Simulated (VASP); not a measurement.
A run of VASP 6.6.1:

INCAR

```
SYSTEM = SiC
PREC     = Accurate       ! precision mode
ENCUT    = 600            ! plane-wave cutoff, eV
EDIFF    = 1E-7           ! SCF threshold, eV
ISMEAR   = 0              ! smearing method
SIGMA    = 0.03           ! smearing width, eV
LREAL    = .False.        ! projectors in reciprocal space
LASPH    = .True.         ! aspherical terms in the spheres
NELM     = 80             ! most SCF steps
ALGO     = Normal         ! electronic algorithm
ISIF     = 3              ! what is computed and relaxed
LWAVE    = .False.        ! write WAVECAR
LCHARG   = .False.        ! write CHGCAR
METAGGA  = R2SCAN         ! meta-GGA
LMIXTAU  = .True.       
LUSE_VDW = .True.       
IVDW_NL  = 2            
BPARAM   = 11.95        
CPARAM   = 0.0093       
IBRION   = 2              ! ionic algorithm
NSW      = 90             ! ionic steps
EDIFFG   = -0.005         ! ionic threshold
KPAR     = 2
```

File KPOINTS:

```
Automatic mesh
0
Gamma
  12 12 3
  0 0 0
```

POSCAR

```
SiC                                     
1.0
    3.0733083350     -0.0000000000      0.0000000000
   -1.5366541625      2.6615630936      0.0000000000
    0.0000000000      0.0000000000     10.0630144551
  Si              C             
     4     4
Direct
     0.6666666699999979    0.3333333300000021    0.9378385868470462
     0.3333333300000021    0.6666666699999979    0.4378385868470462
     0.0000000000000000    0.0000000000000000    0.6878867485607008
     0.0000000000000000    0.0000000000000000    0.1878867485607007
     0.6666666699999979    0.3333333300000021    0.7498047846263420
     0.3333333300000021    0.6666666699999979    0.2498047846263421
     0.0000000000000000    0.0000000000000000    0.5004688799659183
     0.0000000000000000    0.0000000000000000    0.0004688799659183
```

Potentials or basis: VASP PAW PBE potentials, release 64 (Si, C).

Launch:

```bash
$ cat potpaw_PBE.64/Si/POTCAR potpaw_PBE.64/C/POTCAR > POTCAR
$ mpirun -np 2 vasp_std > vasp.out
```

Hardware: 2 MPI ranks on Intel(R) Xeon(R) 6975P-C (Granite Rapids), with other jobs on the host.

**Question.** Estimate the wall time of this run.

**Answer.** Run time: 3.7 min on 2 MPI ranks on Intel(R) Xeon(R) 6975P-C (Granite Rapids), with other jobs on the host, peak memory 0.5 GiB a rank. Counts: scf iterations 23, k points 38, ion steps 1.
